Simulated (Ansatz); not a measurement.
A relaxation computed with Ansatz, from input to last step.

```yaml
crystal:
  lattice:
    - [0.0, 5.6441828108, 4.0767651251]
    - [5.6441828108, 0.0, -4.0767651251]
    - [-5.6441828108, 0.0, -4.0767651251]
  atoms:
    - { symbol: Ti, position: [0.0025115407, 0.5025736119, 0.5014289897] }
    - { symbol: Ti, position: [0.5036359456, 0.2557818185, 0.2549340751] }
    - { symbol: Ti, position: [0.0034971209, 0.7529157802, 0.2513977389] }
    - { symbol: Ti, position: [0.9969028217, 0.2483451726, 0.7522780878] }
    - { symbol: Ti, position: [0.4982707513, 0.997487251, 0.4939289242] }
    - { symbol: Ti, position: [0.4982003395, 0.494128723, 0.0009048553] }
    - { symbol: Ti, position: [0.0043917452, 0.0004489126, 0.9963716969] }
    - { symbol: Ti, position: [0.5018041491, 0.7513669339, 0.7513450375] }
    - { symbol: Al, position: [0.2525020082, 0.2542917053, 0.5009967408] }
    - { symbol: Al, position: [0.7512780106, 0.0022146712, 0.2454478009] }
    - { symbol: Al, position: [0.2505825578, 0.4984383973, 0.2488923151] }
    - { symbol: Al, position: [0.2562056312, 0.0049072354, 0.7545842994] }
    - { symbol: Al, position: [0.7532902676, 0.7487696219, 0.4983486796] }
    - { symbol: Al, position: [0.7480910769, 0.2515742186, 0.0012518624] }
    - { symbol: Al, position: [0.2539246471, 0.7562773389, 0.003578139] }
  symmetry: { detect: false }
basis:
  ecutwfc: 420
kpoints:
  mp_grid: { grid: [2, 2, 2], shift: [0.5, 0.5, 0.5] }
hamiltonian:
  xc: pbe
scf:
  occupations: { method: gaussian, width: 0.1 }
  lower_state_search: "off"
output:
  forces: true
  stress: true
  eigenvalues: true
relax:
  adjacent_minimum: "off"
  f_tol: 0.04
  max_steps: 50
  cell: { stress_tol: 0.3 }
```

```bash
ansatz run input.yaml --threads 4 --pin off --max-ram 9216MiB --backend cpu --events-out ev --progress --plain --runs-dir out
```

Computed with Ansatz 0.2.0, DFT PBE, scalar-relativistic, plane waves, PAW.

Of 7 frames 7 are shown, positions in Å and forces in eV/Å; the SCF threshold varies from step to step. Steps run on the plane waves of an earlier cell, with a Pulay correction in the pressure. The basis is chosen afresh for the last frame, the zero of the energies, and can be on the way; energy and pressure step there, also at an unchanged geometry. The mark taken_back stands on steps that the optimiser undid.

```xyz
15
Lattice="0.0000 5.6442 4.0768 5.6442 0.0000 -4.0768 -5.6442 0.0000 -4.0768" Properties=species:S:1:pos:R:3:forces:R:3 pbc="T T T" step=1 free_energy_over_end_meV_per_atom=7.36 pressure_GPa=-1.53
Ti    0.0065    0.0142   -4.0828   -0.0090    0.1040   -0.3100
Ti    0.0048    2.8426   -0.0289   -0.0390   -0.0200   -0.0480
Ti    2.8307    0.0197   -4.0801   -0.0310   -0.0150    0.2750
Ti   -2.8443    5.6267   -0.0152    0.2150    0.1150   -0.0460
Ti    2.8422    2.8123   -4.0488   -0.2350    0.0790   -0.3900
Ti    2.7838    2.8119    0.0129    0.3340    0.0480   -0.0710
Ti   -5.6212    0.0248   -4.0459   -0.0700   -0.1290   -0.0210
Ti    0.0001    2.8323   -4.0805    0.1180   -0.0270    0.3840
Al   -1.3924    1.4252   -2.0497   -0.1160    0.0980    0.0220
Al   -1.3729    4.2404    2.0531   -0.2010    0.0450   -0.0530
Al    1.4085    1.4143   -2.0251    0.0270   -0.0150   -0.1720
Al   -4.2313    1.4461   -2.0518    0.0350   -0.1490    0.1860
Al    1.4134    4.2517   -2.0132   -0.1040   -0.0520   -0.2000
Al    1.4129    4.2224    2.0191    0.1430    0.1200    0.1650
Al    4.2484    1.4332   -2.0626   -0.0670   -0.2010    0.2790
15
Lattice="0.0039 5.5893 4.0261 5.5766 0.0018 -4.0232 -5.5765 -0.0061 -4.0230" Properties=species:S:1:pos:R:3:forces:R:3 pbc="T T T" step=2 free_energy_over_end_meV_per_atom=5.53 pressure_GPa=1.88
Ti    0.0035    0.0156   -4.0937    0.0090   -0.2300    0.3150
Ti    0.0088    2.8050   -0.0311   -0.0190   -0.0200   -0.1950
Ti    2.7913    0.0054   -3.9584    0.0830   -0.0870   -0.2310
Ti   -2.7603    5.6052   -0.0289   -0.1720   -0.0880   -0.1850
Ti    2.7779    2.8042   -4.0854    0.2890    0.0410    0.3050
Ti    2.8190    2.8099    0.0143   -0.2440    0.0250    0.3340
Ti   -5.5707   -0.0082   -3.9939   -0.0490    0.1460    0.2280
Ti    0.0138    2.8028   -3.9416   -0.1920    0.0640   -0.3640
Al   -1.3977    1.4192   -2.0082    0.0530   -0.1620    0.0460
Al   -1.3940    4.2000    2.0098    0.0960    0.0180   -0.0130
Al    1.3968    1.4005   -2.0280    0.0230    0.0050    0.2500
Al   -4.1753    1.4000   -1.9959    0.0020    0.0350   -0.2430
Al    1.3854    4.1944   -2.0315    0.1990    0.0700    0.2250
Al    1.4149    4.2002    2.0292   -0.1470   -0.0040   -0.1770
Al    4.1833    1.3926   -1.9886    0.0700    0.1860   -0.2950
15
Lattice="0.0010 5.6270 4.0250 5.6208 0.0034 -4.0283 -5.6199 0.0005 -4.0271" Properties=species:S:1:pos:R:3:forces:R:3 pbc="T T T" step=3 free_energy_over_end_meV_per_atom=0.19 pressure_GPa=-0.09
Ti   -0.0006    0.0018   -4.1072   -0.0010    0.0180    0.0240
Ti   -0.0034    2.8335   -0.0844    0.0110   -0.0040    0.0430
Ti    2.8223    0.0009   -3.9477    0.0040    0.0200   -0.0180
Ti   -2.7942    5.6290   -0.0832   -0.0040   -0.0010    0.0300
Ti    2.8239    2.8342   -4.1043   -0.0120   -0.0060    0.0120
Ti    2.8231    2.8329    0.0750   -0.0020   -0.0010   -0.0250
Ti   -5.6236    0.0008   -3.9470    0.0120    0.0130   -0.0380
Ti   -0.0037    2.8357   -3.9493    0.0200   -0.0160   -0.0080
Al   -1.4011    1.3640   -2.0142    0.0030    0.0570   -0.0010
Al   -1.3964    4.2323    2.0113   -0.0140   -0.0210    0.0020
Al    1.4121    1.4204   -2.0120   -0.0140   -0.0220   -0.0260
Al   -4.2090    1.4187   -2.0146   -0.0040   -0.0110    0.0030
Al    1.4644    4.2334   -2.0176   -0.0500    0.0040    0.0050
Al    1.3597    4.2287    2.0130    0.0480    0.0050   -0.0040
Al    4.2214    1.4690   -2.0154    0.0050   -0.0350    0.0010
15
Lattice="0.0008 5.6332 4.0203 5.6269 0.0003 -4.0197 -5.6269 -0.0012 -4.0197" Properties=species:S:1:pos:R:3:forces:R:3 pbc="T T T" step=4 free_energy_over_end_meV_per_atom=-0.06 pressure_GPa=-0.02
Ti   -0.0011    0.0024   -4.0840   -0.0030   -0.0070    0.0020
Ti   -0.0009    2.8329   -0.0667   -0.0110    0.0090    0.0020
Ti    2.8258    0.0020   -3.9525    0.0030   -0.0070   -0.0020
Ti   -2.8007    5.6345   -0.0663    0.0050   -0.0070    0.0020
Ti    2.8245    2.8319   -4.0830    0.0120    0.0090    0.0000
Ti    2.8248    2.8328    0.0642    0.0090    0.0060   -0.0020
Ti   -5.6274    0.0020   -3.9558   -0.0070   -0.0090    0.0000
Ti   -0.0008    2.8326   -3.9527   -0.0120    0.0070   -0.0010
Al   -1.4028    1.3849   -2.0097    0.0020   -0.0070   -0.0010
Al   -1.4008    4.2338    2.0102   -0.0010    0.0020    0.0010
Al    1.4118    1.4172   -2.0097    0.0010    0.0020    0.0000
Al   -4.2145    1.4169   -2.0097   -0.0010   -0.0010    0.0000
Al    1.4451    4.2352   -2.0095    0.0040    0.0000    0.0010
Al    1.3799    4.2332    2.0104   -0.0040    0.0000   -0.0010
Al    4.2265    1.4506   -2.0098    0.0010    0.0040    0.0010
15
Lattice="0.0008 5.6332 4.0203 5.6269 0.0003 -4.0197 -5.6269 -0.0012 -4.0197" Properties=species:S:1:pos:R:3:forces:R:3 pbc="T T T" step=5 free_energy_over_end_meV_per_atom=0.17 pressure_GPa=-0.01 taken_back
Ti    0.0088   -0.0075   -4.0840   -0.0460    0.0360    0.0020
Ti   -0.0109    2.8229   -0.0667    0.0330    0.0520    0.0020
Ti    2.8357    0.0120   -3.9525   -0.0400   -0.0510   -0.0030
Ti   -2.7907    5.6444   -0.0663   -0.0380   -0.0500    0.0020
Ti    2.8145    2.8419   -4.0830    0.0550   -0.0350    0.0000
Ti    2.8149    2.8428    0.0642    0.0530   -0.0370   -0.0020
Ti   -5.6175   -0.0080   -3.9558   -0.0510    0.0340    0.0000
Ti   -0.0107    2.8226   -3.9527    0.0320    0.0500   -0.0020
Al   -1.4018    1.3849   -2.0097   -0.0130   -0.0070   -0.0010
Al   -1.4008    4.2338    2.0102   -0.0010    0.0020    0.0010
Al    1.4118    1.4172   -2.0097    0.0010    0.0020    0.0000
Al   -4.2145    1.4169   -2.0097   -0.0010   -0.0010    0.0000
Al    1.4451    4.2362   -2.0095    0.0050   -0.0150    0.0010
Al    1.3799    4.2322    2.0104   -0.0050    0.0140   -0.0010
Al    4.2256    1.4506   -2.0098    0.0160    0.0050    0.0010
15
Lattice="0.0008 5.6332 4.0203 5.6269 0.0003 -4.0197 -5.6269 -0.0012 -4.0197" Properties=species:S:1:pos:R:3:forces:R:3 pbc="T T T" step=6 free_energy_over_end_meV_per_atom=-0.06 pressure_GPa=-0.02
Ti   -0.0011    0.0024   -4.0840   -0.0030   -0.0070    0.0020
Ti   -0.0009    2.8329   -0.0667   -0.0100    0.0090    0.0020
Ti    2.8258    0.0020   -3.9525    0.0030   -0.0070   -0.0020
Ti   -2.8007    5.6345   -0.0663    0.0050   -0.0070    0.0020
Ti    2.8245    2.8319   -4.0830    0.0120    0.0090    0.0000
Ti    2.8248    2.8328    0.0642    0.0090    0.0060   -0.0020
Ti   -5.6274    0.0020   -3.9558   -0.0070   -0.0090    0.0000
Ti   -0.0008    2.8326   -3.9527   -0.0120    0.0070   -0.0010
Al   -1.4028    1.3849   -2.0097    0.0020   -0.0070   -0.0010
Al   -1.4008    4.2338    2.0102   -0.0010    0.0020    0.0010
Al    1.4118    1.4172   -2.0097    0.0010    0.0020    0.0000
Al   -4.2145    1.4169   -2.0097   -0.0010   -0.0010    0.0000
Al    1.4451    4.2352   -2.0095    0.0040    0.0000    0.0010
Al    1.3799    4.2332    2.0104   -0.0040    0.0000   -0.0010
Al    4.2265    1.4506   -2.0098    0.0010    0.0040    0.0010
15
Lattice="0.0008 5.6332 4.0203 5.6269 0.0003 -4.0197 -5.6269 -0.0012 -4.0197" Properties=species:S:1:pos:R:3:forces:R:3 pbc="T T T" step=7 free_energy_over_end_meV_per_atom=0.00 pressure_GPa=-0.02
Ti   -0.0011    0.0024   -4.0840   -0.0030   -0.0070    0.0020
Ti   -0.0009    2.8329   -0.0667   -0.0100    0.0090    0.0020
Ti    2.8258    0.0020   -3.9525    0.0030   -0.0070   -0.0030
Ti   -2.8007    5.6345   -0.0663    0.0050   -0.0070    0.0020
Ti    2.8245    2.8319   -4.0830    0.0120    0.0090    0.0000
Ti    2.8248    2.8328    0.0642    0.0090    0.0060   -0.0020
Ti   -5.6274    0.0020   -3.9558   -0.0070   -0.0090    0.0000
Ti   -0.0008    2.8326   -3.9527   -0.0120    0.0070   -0.0010
Al   -1.4028    1.3849   -2.0097    0.0020   -0.0070   -0.0010
Al   -1.4008    4.2338    2.0102   -0.0010    0.0020    0.0010
Al    1.4118    1.4172   -2.0097    0.0010    0.0020    0.0000
Al   -4.2145    1.4169   -2.0097   -0.0010   -0.0010    0.0000
Al    1.4451    4.2352   -2.0095    0.0040    0.0000    0.0010
Al    1.3799    4.2332    2.0104   -0.0040    0.0000   -0.0010
Al    4.2265    1.4506   -2.0098    0.0010    0.0040    0.0010
```

It took 21 s on 4 threads of Arm Neoverse V2, with other jobs on the host, peak memory 0.68 GiB.

The k mesh is coarse.